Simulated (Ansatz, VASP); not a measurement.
## One calculation of C, two programs

```
CELL_PARAMETERS angstrom
0.00000 1.69565 1.82282
1.69565 0.00000 1.82282
1.69565 1.69565 0.00000
ATOMIC_POSITIONS crystal
C 0.50000 0.50000 0.50000
C 0.75000 0.75000 0.75000
```

Alike in both runs: task single point; functional LDA; k mesh 12 × 12 × 12; occupations gaussian, width 0.05 eV; no spin polarisation.

|  | VASP | Ansatz |
| --- | --- | --- |
| version | VASP 6.6.1 | Ansatz 0.2.0 |
| potentials or method | VASP PAW LDA potentials, release 64 (C) | scalar-relativistic, plane waves, PAW |
| plane-wave cutoff (eV) | 520 | 520 |
| valence electrons in the cell | 8 | 8 |

Ansatz gave:

```
gap on the k mesh at the Fermi level (eV)       : 3.38
least direct gap on the mesh (eV)               : 5.10
pressure (GPa)                                  : 25.2
largest component of the traceless stress (GPa) : 52.07
```

Question: What did VASP give for the same quantities?

Answer: gap on the k mesh at the Fermi level (eV): 3.37; least direct gap on the mesh (eV): 5.10; pressure (GPa): 27.2; largest component of the traceless stress (GPa): 51.98.

Ansatz warned: «pseudo_functional_mismatch».

Caveats: so large a pressure means that the cell lies far from this level's equilibrium, or that cutoff or potentials fall short (VASP).
